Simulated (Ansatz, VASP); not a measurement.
**Two plane-wave programs on MoS2**

The input POSCAR:

```
MoS2
1.0
    3.1542359069      0.0000000000      0.0000000000
   -1.5771179535      2.7316484249      0.0000000000
    0.0000000000      0.0000000000     32.2630186241
S Mo
2 1
Direct
    0.3333333333      0.6666666667      0.4514239513
    0.3333333333      0.6666666667      0.5485760487
    0.6666666667      0.3333333333      0.5000000000
```

Contents of INCAR.step1:

```
PREC = Accurate
ENCUT = 520
EDIFF = 1E-5
ISMEAR = 0
SIGMA = 0.01
LREAL = F
LASPH = T
NELM = 100
ALGO = Normal
ISIF = 2
LWAVE = T
LDIPOL = T
IDIPOL = 3
DIPOL = 0.5 0.5 0.500
NBANDS = 20
GGA = PE
```

Contents of INCAR.step2:

```
PREC = Accurate
ENCUT = 520
EDIFF = 1E-6
ISMEAR = 0
SIGMA = 0.01
LREAL = F
LASPH = T
NELM = 100
ALGO = Normal
ISIF = 2
LWAVE = F
LCHARG = T
LDIPOL = T
IDIPOL = 3
DIPOL = 0.5 0.5 0.500
GGA = PE
LHFCALC = T
AEXX = 0.25
PRECFOCK = Normal
HFRCUT = -1
LELF = T
LVHAR = T
LVACPOTAV = T
NBANDS = 20
ISTART = 1
```

KPOINTS

```
regular mesh
0
Gamma
  9 9 1
```

Input for Ansatz:

```yaml
crystal:
  lattice:
    - [3.1542359069, 0.0, 0.0]
    - [-1.5771179535, 2.7316484249, 0.0]
    - [0.0, 0.0, 32.2630186241]
  atoms:
    - { symbol: S, position: [0.3333333333, 0.6666666667, 0.4514239513] }
    - { symbol: Mo, position: [0.6666666667, 0.3333333333, 0.5] }
    - { symbol: S, position: [0.3333333333, 0.6666666667, 0.5485760487] }
  periodic: [true, true, false]
basis:
  ecutwfc: 420
kpoints:
  mp_grid: { grid: [9, 9, 1] }
  band_path:
    path: [[0.0, 0.0, 0.0], [0.5, 0.0, 0.0], [0.3333333333, 0.3333333333, 0.0]]
    npoints: 1
hamiltonian:
  xc: pbe0
scf:
  occupations: { method: fixed }
  n_extra_bands: 6
output:
  eigenvalues: true
  write_density: true
  write_potential: true
  elf: true
  volumetric_format: npy
```

Alike in both runs: task single point; functional PBE0; k mesh 9 × 9 × 1; no spin polarisation.

|  | VASP | Ansatz |
| --- | --- | --- |
| version | VASP 6.6.1 | Ansatz 0.2.0 |
| potentials or method | VASP PAW PBE potentials, release 64 (S, Mo_sv) | scalar-relativistic, plane waves, PAW |
| plane-wave cutoff (eV) | 520 | 420 |
| occupations | gaussian, width 0.01 eV | fixed |
| valence electrons in the cell | 26 | 26 |

Ansatz gave:

* gap on the k mesh at the Fermi level (eV): 2.90
* least direct gap on the mesh (eV): 2.90

Task: Which values does VASP return?

Result: gap on the k mesh at the Fermi level (eV): 2.92; least direct gap on the mesh (eV): 2.92.

Ansatz warned: «xc_potential_rough_in_thin_density».
